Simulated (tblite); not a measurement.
Fluoroform, CHF3.
SMILES with atom numbers: `[F:1][CH:2]([F:3])[F:4]` (hydrogens: H5 on C2)

Computed with GFN2-xTB (tblite), gas phase: Langevin dynamics at 200 K from the optimised GFN2-xTB geometry, time step 0.5 fs, friction 0.01 fs⁻¹, 2000 steps. The instantaneous temperature is 2·E(kin)/(3Nk) with all 3N coordinates.

```csv
t (fs),T (K),E(pot) above start (eV),F1–C2 (Å),C2–F3 (Å),C2–F4 (Å),C2–H5 (Å)
0,78,0.000,1.328,1.328,1.328,1.104
25,73,0.066,1.376,1.322,1.327,1.117
50,204,0.031,1.355,1.317,1.326,1.092
75,161,0.088,1.297,1.313,1.350,1.118
100,246,0.047,1.288,1.318,1.344,1.107
125,158,0.071,1.312,1.350,1.355,1.096
150,80,0.098,1.357,1.323,1.345,1.105
175,135,0.094,1.365,1.351,1.320,1.124
200,158,0.057,1.296,1.344,1.314,1.105
225,104,0.124,1.292,1.334,1.348,1.079
250,172,0.063,1.345,1.320,1.338,1.076
275,154,0.079,1.357,1.310,1.310,1.149
300,125,0.067,1.357,1.333,1.322,1.153
325,195,0.061,1.303,1.342,1.326,1.143
350,128,0.056,1.312,1.319,1.374,1.073
375,166,0.052,1.341,1.313,1.353,1.065
400,116,0.061,1.355,1.336,1.326,1.118
425,129,0.055,1.334,1.343,1.316,1.125
450,134,0.089,1.283,1.307,1.304,1.114
475,171,0.067,1.297,1.325,1.363,1.074
500,227,0.079,1.338,1.357,1.364,1.098
525,256,0.119,1.344,1.381,1.356,1.145
550,281,0.051,1.324,1.357,1.318,1.154
575,169,0.093,1.314,1.304,1.296,1.134
600,246,0.053,1.336,1.296,1.301,1.090
625,260,0.047,1.357,1.345,1.349,1.080
650,144,0.063,1.323,1.359,1.353,1.089
675,208,0.024,1.310,1.341,1.328,1.119
700,201,0.040,1.336,1.285,1.320,1.119
725,114,0.037,1.349,1.322,1.330,1.100
750,172,0.086,1.362,1.346,1.351,1.103
775,151,0.026,1.338,1.343,1.340,1.083
800,67,0.060,1.285,1.342,1.329,1.086
825,123,0.043,1.298,1.343,1.328,1.112
850,128,0.048,1.332,1.326,1.345,1.134
875,137,0.069,1.348,1.323,1.327,1.146
900,196,0.028,1.355,1.324,1.326,1.119
925,180,0.037,1.319,1.322,1.355,1.081
950,204,0.042,1.318,1.363,1.340,1.095
975,308,0.038,1.342,1.341,1.324,1.134
1000,270,0.063,1.332,1.307,1.336,1.141
```

Task: From 500 fs on, how do temperature and potential energy compare with equipartition?

Result: The mean temperature of these 21 frames is 192 K against the target 200 K, and the mean potential energy 0.05 eV against 9 × kT/2 = 0.08 eV for 9 classical harmonic modes. For 5 atoms in a canonical ensemble the temperature itself scatters by T·√(2/(3N)) = 73 K; here its standard deviation is 61 K. The whole run lasts only 10 friction times of 100 fs, so these averages carry a wide statistical error.

Task: What are the kinetic and total energies of the listed frame with the highest potential energy?

Result: The one at 225 fs, 0.124 eV above the start. Its kinetic energy is 3NkT/2 = 0.067 eV at 104 K, so the sum is 0.19 eV; over the listed frames the sum runs from 0.05 to 0.28 eV, since the thermostat adds and removes energy.

Task: How much do the listed bonds fluctuate from 500 fs on?

Result: 
```json
{"bond": "F1–C2", "at the start (Å)": "1.328", "mean (Å)": "1.331", "standard deviation (Å)": "0.019"}
{"bond": "C2–F3", "at the start (Å)": "1.328", "mean (Å)": "1.335", "standard deviation (Å)": "0.023"}
{"bond": "C2–F4", "at the start (Å)": "1.328", "mean (Å)": "1.334", "standard deviation (Å)": "0.017"}
{"bond": "C2–H5", "at the start (Å)": "1.104", "mean (Å)": "1.112", "standard deviation (Å)": "0.024"}
```

The motion is classical and holds no zero-point motion.

What follows is the cost of the whole dynamics run. Cost: about 10 s of CPU time on one thread; the machine was shared, so the figure is rough.
